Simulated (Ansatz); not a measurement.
The cell was built from the CdI2 type and relaxed in the same program, and has space group P-3m1; it needn't be a known or the stable phase.

TiO$_{2}$: DFT, PBE, PAW with Ansatz's default frozen-core files, scalar-relativistic (Ansatz 0.2.0).

Command: `ansatz run input.yaml --threads 1 --pin off --max-ram 3072MiB --backend cpu --events-out ev --progress --plain --runs-dir out` The run took 44 s on 1 thread of Intel(R) Xeon(R) Platinum 8259CL CPU @ 2.50GHz (Skylake/Cascade Lake), on a shared host, peak memory 0.47 GiB.

```yaml
crystal:
  lattice:
    - [2.9893869978, 0.0, 0.0]
    - [-1.494693499, 2.5888850819, 0.0]
    - [0.0, 0.0, 5.493151158]
  atoms:
    - { symbol: Ti, position: [0.0, 0.0, 0.0] }
    - { symbol: O, position: [0.3333333333, 0.6666666667, 0.1756580322] }
    - { symbol: O, position: [0.6666666667, 0.3333333333, 0.8243419678] }
kpoints:
  mp_grid: { grid: [13, 13, 7] }
  band_path:
    path:
      - [0.0, 0.0, 0.0]
      - [0.5, 0.0, 0.0]
      - [0.3333333333, 0.3333333333, 0.0]
      - [0.0, 0.0, 0.0]
      - [0.0, 0.0, 0.5]
      - [0.5, 0.0, 0.5]
      - [0.3333333333, 0.3333333333, 0.5]
      - [0.0, 0.0, 0.5]
      - [0.5, 0.0, 0.5]
    npoints: 14
scf:
  occupations: { method: fermi_dirac, width: 0.05 }
hamiltonian:
  xc: pbe
  pseudopotentials: { kind: paw }
output:
  forces: true
  stress: true
  eigenvalues: true
  efg: { contact_densities: true }
  populations: true
  bader: true
  dos: { projected: true, de: 0.2, e_range: [-14, 8] }
  write_density: true
  write_potential: true
  elf: true
  volumetric_format: npy
```

Output:

```
Engine: ansatz 0.2.0
Pseudopotentials: kind: paw
Pseudopotential: Ti, paw, valence charge 12, recommended cutoff 420 eV (normal)
Pseudopotential: O, paw, valence charge 6, recommended cutoff 420 eV (normal)
Functional definition: PBE
  parameter kappa = 0.804
  parameter beta = 0.06672455060314922
  exchange = pbe_x(kappa = kappa, mu = beta*pi^2/3)
  correlation = pbe_c(beta = beta)
Crystal: 3 atoms, lattice volume = 42.512 Å³
Basis set: ecut = 420 eV, 823 PW (Γ), exchange–correlation on 40×40×80 points (8 copies of the dense FFT grid, shifted against one another)
Bands: 16, of which v1, the nominal top of the filled ones, is band 12 counted from 1 (11 counted from 0)
Symmetry: 12 space group operations
Space group: P-3m1 (ITA 164), of the structure as read, at distance tolerance 3.5e-5 Å
k-points: 126 of 1183
Non-local potential: Ti, projectors of the file, l = 0: 3, l = 1: 2, l = 2: 3, l = 3: 1
Non-local potential: O, projectors of the file, l = 0: 2, l = 1: 2, l = 2: 1
PAW form: soft (Blöchl's): semilocal exchange-correlation on the pseudo side does not see the compensation charge
PAW one-centre angular grid: Ti, 590 points (default); XC on 64 Gauss nodes
PAW one-centre angular grid: O, 110 points (default); XC on 64 Gauss nodes
Initial density: superposition of atomic densities (neutral atoms: chi_scale 0, normalization atom), corrected by the library's trained network
Initial wavefunctions: pseudopotential atomic-orbital guess
Functional: x = pbe(κ = 0.804, μ = 0.2195149727645171), c = pbe(β = 0.06672455060314922)
SCF iter   1: F=—  HF=-3638.321823 eV  |F-HF|=—  |Δ(HF+E_count)|=         —  Δρ=4.19e-3  dr2=2.04e-3  ethr=1.77e-3  ⟨swp⟩=5.7  Hψ=10714  notcnv=0
preconditioner: auto → none  [insulator: Δε(μ)=2.671 eV  Ē_g=9.939 eV  σ=0.050 eV  W_gap=1.00  n_scr=10 (ndim 8)  ℏωp=22.8 eV  f_vac=0.270  D(μ)=0.00/eV (n_scr^D=0)  ε∞_Penn≈6.3]
SCF iter   2: F=—  HF=-3638.322155 eV  |F-HF|=—  |Δ(HF+E_count)|=   3.32e-4  Δρ=1.88e-3  dr2=3.99e-4  ethr=8.49e-6  ⟨swp⟩=2.4  Hψ=3683  notcnv=0
SCF iter   3: F=—  HF=-3638.322598 eV  |F-HF|=—  |Δ(HF+E_count)|=   4.43e-4  Δρ=1.63e-3  dr2=1.32e-3  ethr=1.66e-6  ⟨swp⟩=2.0  Hψ=3392  notcnv=0  recentre
SCF iter   4: F=—  HF=-3638.322371 eV  |F-HF|=—  |Δ(HF+E_count)|=   2.28e-4  Δρ=2.02e-4  dr2=6.68e-6  ethr=1.66e-6  ⟨swp⟩=2.2  Hψ=3074  notcnv=0
SCF iter   5: F=—  HF=-3638.322328 eV  |F-HF|=—  |Δ(HF+E_count)|=   4.25e-5  Δρ=6.59e-5  dr2=6.29e-7  ethr=2.78e-8  ⟨swp⟩=2.2  Hψ=3046  notcnv=0
SCF iter   6: F=-3638.322330 eV  HF=-3638.322330 eV  |F-HF|=1.41e-8  |Δ(HF+E_count)|=   1.19e-6  Δρ=8.68e-6  dr2=3.74e-8  ethr=4.17e-10  ⟨swp⟩=11.8  Hψ=15835  notcnv=0
SCF 1 converged in 6 iterations: F = -3638.322330 eV  dr2 = 3.74e-8
  greatest PAW one-centre occupation: 0.999 electrons in one spin orbital (limit 2), on the Ti atom at site 0 (counted from 0), in its partial waves of l = 0
NSCF: frozen V_eff on 113 k-points
SCF converged after 6 iterations
Free energy (F): -3638.322330 eV
Harris-Foulkes:  -3638.322330 eV  (|F-HF|=1.41e-8)
Internal energy: -3638.322330 eV  (E = F + TS)
E sigma→0 (E₀):  -3638.322330 eV
Fermi energy:    5.420252 eV
--- Per-component energies (eV) ---
  E_band       = -302.699501
  E_kinetic    = 622.124055
  E_local      = -2729.754173  (includes V_loc(G=0)·N_el)
  E_nonlocal   = 98.334135
  E_hartree    = 1127.907083
  E_xc         = -246.096323
  E_vxc        = -311.607092  (∫ρ·V_xc dr)
  E_paw        = -1360.705209  (= ΣΔE_a)
  E_vpaw       = -237.611141  (= ΣTr[D̂ρ^β])
  E_aug_tail   = 0.005162  (compensation charges beyond the density's cutoff)
  E_ewald      = -1150.137060
  E_smearing   = -0.000000  (= −TS)
  E_closure    = 0.000000  (closes the sum)
  Σ components = -3638.322330   (vs F -3638.322330, Δ=0.00e0)
--- Forces (eV/Å), atoms counted from 1 ---
  atom   1  Ti    -0.00000000    -0.00000000     0.00000000
  atom   2  O      0.00000000    -0.00000000    -0.00071183
  atom   3  O      0.00000000     0.00000000     0.00071183
  max |Σ_I F_I| component: 9.25e-18 eV/Å
--- Stress (GPa, compression-positive) ---
        0.013429      -0.000000      -0.000000
       -0.000000       0.013429      -0.000000
       -0.000000      -0.000000       0.034109
  P = ⅓ Tr σ = 0.0203 GPa (0.203 kbar)
--- PAW observables at the nuclei: V_zz in 10²¹ V/m², potentials from the cell's mean, atoms counted from 1 ---
  atom   1  Ti V_zz =    +4.249984   η = 0.0000   by run symmetry: allowed
            electrostatic potential = -2522.439751 V   contact ρ = 56790.669794 e/Å³
  atom   2  O  V_zz =    -0.324615   η = 0.0000   by run symmetry: allowed
            electrostatic potential = -620.092577 V   contact ρ = 2158.394225 e/Å³
  atom   3  O  V_zz =    -0.324615   η = 0.0000   by run symmetry: allowed
            electrostatic potential = -620.092577 V   contact ρ = 2158.394225 e/Å³
--- Band table (eV; the first three rows and the last of 126) ---
  k-point 0: bands = ["-52.2916", "-28.5614", "-28.2838", "-28.2838", "-13.4063", "-11.6118", "0.2545", "0.3949", "0.3949", "3.6005", "3.8350", "3.8350", "6.7246", "6.7246", "8.4101", "10.9009"]
  k-point 1: bands = ["-52.2916", "-28.5614", "-28.2838", "-28.2838", "-13.4030", "-11.6168", "0.2967", "0.3954", "0.3954", "3.5169", "3.8342", "3.8342", "6.7243", "6.7243", "8.4186", "10.9029"]
  k-point 2: bands = ["-52.2916", "-28.5615", "-28.2838", "-28.2838", "-13.3958", "-11.6282", "0.3963", "0.3963", "0.3980", "3.3264", "3.8321", "3.8321", "6.7235", "6.7235", "8.4353", "10.9070"]
  k-point 125: bands = ["-52.2121", "-28.7181", "-28.6270", "-28.4171", "-12.1337", "-12.0416", "0.4754", "0.5191", "1.3426", "2.5047", "2.5804", "3.0257", "6.9731", "7.9531", "8.0026", "10.3162"]
--- Löwdin populations: 3 sites ---
  site symbol       q [e]
     0     Ti     10.6534
     1      O      6.6262
     2      O      6.6262
  spilling = 0.003925 (of n_electrons = 24.000000)
--- Bader charges: 3 sites ---
  site symbol  charge [e]  shift [e]
     0     Ti      2.2292     0.0034
     1      O     -1.1146     0.0017
     2      O     -1.1146     0.0017
  estimated error of the sums over rays = 6.4e-4 e
```

populations.tsv:

```
# site	symbol	l	j	q
# orbitals = lowdin
# n_electrons = 24.000000
# spilling = 0.003925
0	Ti	0_3S	-	1.923479
0	Ti	0_4S	-	0.432424
0	Ti	1_3P	-	5.990236
0	Ti	2_3D	-	2.307277
1	O	0_2S	-	1.783475
1	O	1_2P	-	4.842719
2	O	0_2S	-	1.783475
2	O	1_2P	-	4.842719
```

bader_charges.tsv:

```
# site	symbol	x_ang	y_ang	z_ang	partial_charge_e	electrons	volume_ang3	relative_density_drop	shared_charge_e	partial_wave_shift_e
# quadrature_error_electrons = 6.4e-4
0	Ti	0.0000	0.0000	0.0000	2.22921	19.77079	7.26	-	2.22921	0.00340
1	O	0.0000	1.7259	0.9649	-1.11460	9.11460	15.80	-	-1.11460	0.00170
2	O	1.4947	0.8630	4.5282	-1.11460	9.11460	15.80	-	-1.11460	0.00170
```
